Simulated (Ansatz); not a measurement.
# Beta-Sn (white tin): B3LYP after BLYP

Aim: see what exact exchange does to the levels, and what it costs. Spin polarisation is left out. The cell comes from an earlier BLYP relaxation. Exact exchange is dear, so the k-mesh is coarse, and BLYP is run on the same mesh for comparison.

Program: Ansatz 0.2.0. Level of theory: DFT, plane waves (420 eV) with PBE-made PAW files, scalar-relativistic; functionals as named at each step. These are calculated values, not measurements.

### 1 The structure to begin with

It takes space group C2/c (No. 15, monoclinic). Conventional cell: a = 3.316 Å, b = 8.676 Å, c = 4.640 Å, α = 90.00°, β = 110.81°, γ = 90.00°. Sn (site symmetry 2) has 6 Sn at 3.18 to 3.32 Å as nearest neighbours.

Coordinates:

```cif
data_structure
_symmetry_space_group_name_H-M 'C2/c'
_symmetry_Int_Tables_number 15
_cell_length_a 3.3157
_cell_length_b 8.6764
_cell_length_c 4.6402
_cell_angle_alpha 90.000
_cell_angle_beta 110.808
_cell_angle_gamma 90.000
_cell_volume 124.78
loop_
_atom_site_label
_atom_site_type_symbol
_atom_site_symmetry_multiplicity
_atom_site_Wyckoff_symbol
_atom_site_fract_x
_atom_site_fract_y
_atom_site_fract_z
_atom_site_occupancy
Sn1 Sn 4 e 0.50000 0.87499 0.75000 1
```

### 2 BLYP, coarse mesh

The run with BLYP.

input.yaml reads:

```yaml
crystal:
  lattice:
    - [-3.0662783511, 3.0688555288, 1.6578556604]
    - [3.0688555288, -3.0662783511, 1.6578556604]
    - [3.0658247739, 3.0658247739, -1.653131553]
  atoms:
    - { symbol: Sn, position: [7.0557e-06, 0.9999929443, 0.0] }
    - { symbol: Sn, position: [0.7499929443, 0.2500070557, 0.5] }
hamiltonian:
  xc: blyp
  pseudopotentials:
    kind: paw
    azcp:
      Sn: "pseudopotentials/Sn.paw.azcp"
basis:
  ecutwfc: 420
  fft_grid_basis: typed
kpoints:
  mp_grid: { grid: [6, 6, 4], shift: [0, 0, 0] }
magnetization:
  spin_polarized: false
scf:
  occupations: { method: fermi_dirac, width: 0.1 }
```

### 3 B3LYP on the coarse mesh

The run with B3LYP.

input.yaml: that of step 2 with these lines changed.

```diff
@@ -9,3 +9,3 @@
 hamiltonian:
-  xc: blyp
+  xc: b3lyp
   pseudopotentials:
```

(Steps that only read results are left out.)

What does the calculation give? Wanted: BLYP: gap; B3LYP: gap; B3LYP: relative to alpha-Sn.

The runs gave:

| quantity | value |
| --- | --- |
| BLYP: gap | none (levels filled in part) |
| B3LYP: gap | none (levels filled in part) |
| B3LYP: SCF cycles, exchange loops | 16, 2 |
| B3LYP: CPU time over that of BLYP | 23 |
| B3LYP: relative to alpha-Sn (diamond) | +271 meV/atom |

What this shows: Neither BLYP nor B3LYP shows a clean gap on this mesh. B3LYP cost 23 times the CPU time of BLYP. The exchange operator of B3LYP was renewed in 2 outer loops. The cell taken over is 15 % larger than the measured one (27.05 Å³/atom, COD), which weighs on all values here. The dense-mesh value adds +11.9 meV/atom, the change that BLYP shows between the coarse mesh and its own dense run (not shown). Under B3LYP it lies 271 meV/atom above alpha-Sn (diamond) (computed apart in the same way); on such meshes a few tens of meV are uncertain for metals. Absolute energies differ from functional to functional, by eV per atom at times, and say nothing by themselves.
